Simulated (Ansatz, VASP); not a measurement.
Given: the input of a run of Ansatz 0.2.0 on Ti.

input.yaml

```yaml
crystal:
  lattice:
    - [4.5673748306, 0.0, 0.0]
    - [-2.2836874153, 3.9554626319, 0.0]
    - [0.0, 0.0, 2.82624427]
  atoms:
    - { symbol: Ti, position: [0.666995, 0.333694, 0.504355] }
    - { symbol: Ti, position: [0.339798, 0.671284, 0.480116] }
    - { symbol: Ti, position: [0.006261, 0.005337, 0.003254] }
hamiltonian:
  xc: pbe
  pseudopotentials: { kind: paw }
kpoints:
  mp_grid: { grid: [7, 7, 9] }
scf:
  occupations: { method: fermi_dirac, width: 0.05 }
output:
  forces: true
  stress: true
  eigenvalues: true
```

Potentials or basis: Ansatz PAW.

The run is started by

```sh
$ ansatz run input.yaml --threads 1 --pin off --max-ram 3584MiB --backend cpu --events-out ev --progress --plain --runs-dir out
```

**Question.** Set up the same calculation for VASP 6.6.1. Potentials there: VASP PAW PBE potentials, release 64 (Ti_sv).

**Answer.** As run (the cutoff follows the program's own potentials):

The input INCAR:

```
ALGO = Normal
EDIFF = 1E-7
ENCUT = 520
GGA = PE
ISIF = 2
ISMEAR = -1
LASPH = T
LCHARG = F
LREAL = F
LWAVE = F
NBANDS = 25
NELM = 100
PREC = Accurate
SIGMA = 0.05
```

KPOINTS

```
k-points
0
Gamma
  7 7 9
```

File POSCAR:

```
Ti
1.0
    4.5673748306      0.0000000000      0.0000000000
   -2.2836874153      3.9554626319      0.0000000000
    0.0000000000      0.0000000000      2.8262442700
Ti
3
Direct
    0.6669950000      0.3336940000      0.5043550000
    0.3397980000      0.6712840000      0.4801160000
    0.0062610000      0.0053370000      0.0032540000
```

Potentials or basis: VASP PAW PBE potentials, release 64 (Ti_sv).

Launch:

```console
$ cat potpaw_PBE.64/Ti_sv/POTCAR > POTCAR
$ mpirun -np 1 vasp_std > vasp.out
```

Both were run:

|  | VASP | Ansatz | Ansatz less VASP |
| --- | --- | --- | --- |
| gap on the k mesh at the Fermi level (eV) | none | none | - |
| pressure (GPa) | 0.6 | 0.8 | +0.25 |
| rms of the force components (eV/Å) | 0.097 | 0.097 | +0.0006 |

Atom by atom the forces differ by 0.001 eV/Å (rms over components). A gap of «none» marks a metal or a gap that the smearing closes. The functional is the same, so the differences come from potentials, cutoffs and numerics.
